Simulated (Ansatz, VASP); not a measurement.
# Ru: VASP beside Ansatz

```
Ru
1.0
     2.58210    0.00000    0.00000
    -1.29105    2.23616    0.00000
     0.00000    0.00000    4.25238
Ru
2
Direct
  0.33333 0.66667 0.25000
  0.66667 0.33333 0.75000
```

Change from the starting cell: mode 5 frozen in at +0.000 Å, equal normal strain along x and y -0.0400.

Alike in both runs: task single point; functional PBEsol; k mesh 18 × 18 × 10; occupations gaussian, width 0.15 eV; no spin polarisation.

```csv
,VASP,Ansatz
version,VASP 6.6.1,Ansatz 0.2.0
potentials or method,"VASP PAW PBE potentials, release 64 (Ru_pv)","scalar-relativistic, plane waves, PAW"
plane-wave cutoff (eV),520,420
valence electrons in the cell,28,32
```

|  | VASP | Ansatz | Ansatz less VASP |
| --- | --- | --- | --- |
| gap on the k mesh at the Fermi level (eV) | none | none | - |
| pressure (GPa) | 34.6 | 34.6 | -0.02 |
| largest component of the traceless stress (GPa) | 16.51 | 16.51 | +0.005 |

A gap of «none» marks a metal or a gap that the smearing closes. The two sets of potentials don't hold the same shells in valence. Ansatz warned: «pseudo_functional_mismatch».

Caveats: so large a pressure means that the cell lies far from this level's equilibrium, or that cutoff or potentials fall short (VASP); the potentials were made for another functional, which shifts forces and pressure (VASP).
